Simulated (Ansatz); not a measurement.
Input of an Ansatz 0.2.0 run:

Contents of input.yaml:

```yaml
crystal:
  lattice:
    - [2.4480228978, 0.0, 0.0]
    - [-1.2240114489, 2.1200500186, 0.0]
    - [0.0, 0.0, 4.07280757]
  atoms:
    - { symbol: Ni, position: [0.6666666667, 0.3333333333, 0.75], spin: 1.0 }
    - { symbol: Ni, position: [0.3333333333, 0.6666666667, 0.25], spin: 1.0 }
hamiltonian:
  xc: pbe
  pseudopotentials: { kind: paw }
magnetization:
  spin_polarized: true
kpoints:
  mp_grid: { grid: [12, 12, 7] }
scf:
  occupations: { method: gaussian, width: 0.022 }
output:
  forces: true
  stress: true
  eigenvalues: true
  write_density: true
  write_potential: true
  elf: true
  volumetric_format: npy
```

Potentials or basis: Ansatz PAW.

The run is started by

```bash
$ ansatz run input.yaml --threads 2 --pin off --max-ram 5632MiB --backend cpu --events-out ev --progress --plain --runs-dir out
```

(1) Predict the site moments.

(2) Estimate the band gap on the k mesh.

(3) What does it give for the net moment?

Answers

(1) Ni +0.71 μB.

(2) none (metal or under the smearing width).

(3) 1.34 μB per cell.
